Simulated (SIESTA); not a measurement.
Runs of SIESTA 5.4.2 on CuO (Tenorite). Symmetry: C2/c, No. 15, monoclinic system. The conventional cell has a = 4.684 Å, b = 3.423 Å, c = 5.129 Å, α = 90.00°, β = 99.54°, γ = 90.00°. Around Cu (site symmetry -1) lie 4 O at 1.95 to 1.96 Å. Around O (site symmetry 2) lie 4 Cu at 1.95 to 1.96 Å. 

```tsv
task	level	potentials or basis	cell	k mesh	force tolerance	broadening (eV)	window to (eV)	polarisation	direction	energy shift	gap on the mesh (eV)	pressure (GPa)	relaxed volume (Å³/atom)	largest force (eV/Å)
relaxation of cell and atoms	PBE	PseudoDojo 0.4 standard (PBE files), SZ (energy shift 0.01 Ry)	relaxed	10 × 10 × 5	0.04 eV/Å	-	-	-	-	0.01 Ry	none	-0.4	11.01	0.02
band structure	PBE	PseudoDojo 0.4 standard (PBE files), DZP (energy shift 0.005 Ry)	as given	10 × 10 × 5	-	-	-	-	-	0.005 Ry	none	7.6	-	0.02
optical spectrum	LDA	PseudoDojo 0.4 standard (LDA files), TZP (energy shift 0.002 Ry)	as given	8 × 8 × 4	-	0.3 eV	30 eV	unpolarized	0.0 0.0 1.0	0.002 Ry	none	-9.1	-	(a)
relaxation of cell and atoms	PBE	PseudoDojo 0.4 standard (PBE files), TZP (energy shift 0.01 Ry)	relaxed	10 × 10 × 5	0.01 eV/Å	-	-	-	-	0.01 Ry	none	0.0	(b)	0.01
```

Alike in all rows: no spin polarisation; smearing fermi-dirac 0.05 eV; grid cutoff 800 Ry.

Estimate the missing entries.

(a) 0.34; (b) 10.74.

Caveats: the basis of atomic orbitals isn't converged, which shifts pressures, moduli and gaps; the run has no spin polarisation, though such a crystal can be magnetic; semilocal functionals often make such compounds metallic where correlation or magnetic order opens a gap, which also shifts bond lengths; semicore shells carry a single zeta, which can move pressures by several GPa and volumes by a few percent (some runs); the basis has no polarisation orbitals (some runs); short orbitals over semicore shells can move pressures by several GPa (some runs); the basis holds too few empty states to meet the f-sum rule, so the spectrum is short of weight at high energy (some runs).

A k mesh can miss the band edges.

A gap of «none» marks a metal or a gap under the smearing width.

Not every run made on this cell is shown here.
